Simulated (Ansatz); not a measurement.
Wanted: the native input for an Ansatz 0.2.0 run.

```yaml
Task: single point
Functional: PBE
Potentials_or_basis: Ansatz PAW
Cutoff: "420 eV (not typed: the program's choice for these potentials)"
k_mesh: 13 × 13 × 13
Occupations: gaussian, width 0.011 eV
Spin: collinear spin, ferromagnetic start
Starting_moments: "[1.0] μB"
```

Crystal: Ni.

```
Ni
1.0
     0.00000    1.73757    1.73757
     1.73757    0.00000    1.73757
     1.73757    1.73757    0.00000
Ni
1
Direct
  0.00000 0.00000 0.00000
```

The input as run:

input.yaml

```yaml
crystal:
  lattice:
    - [0.0, 1.737572933, 1.737572933]
    - [1.737572933, 0.0, 1.737572933]
    - [1.737572933, 1.737572933, 0.0]
  atoms:
    - { symbol: Ni, position: [0.0, 0.0, 0.0], spin: 1.0 }
hamiltonian:
  xc: pbe
  pseudopotentials: { kind: paw }
magnetization:
  spin_polarized: true
kpoints:
  mp_grid: { grid: [13, 13, 13] }
scf:
  occupations: { method: gaussian, width: 0.011 }
output:
  forces: true
  stress: true
  eigenvalues: true
  write_density: true
  write_potential: true
  elf: true
  volumetric_format: npy
```

Potentials or basis: Ansatz PAW.

Run with:

```console
$ ansatz run input.yaml --threads 2 --pin off --max-ram 5632MiB --backend cpu --events-out ev --progress --plain --runs-dir out
```

Results of the run:

The pressure is 8.0 GPa. The band gap on the k mesh is none (metal or under the smearing width) and the net moment is 0.64 μB per cell. The absolute moment is 0.72 μB per cell. The site moments are Ni +0.68 μB.

It took 2.2 s on 2 threads of Arm Neoverse V1, with other jobs on the host, peak memory 0.28 GiB.
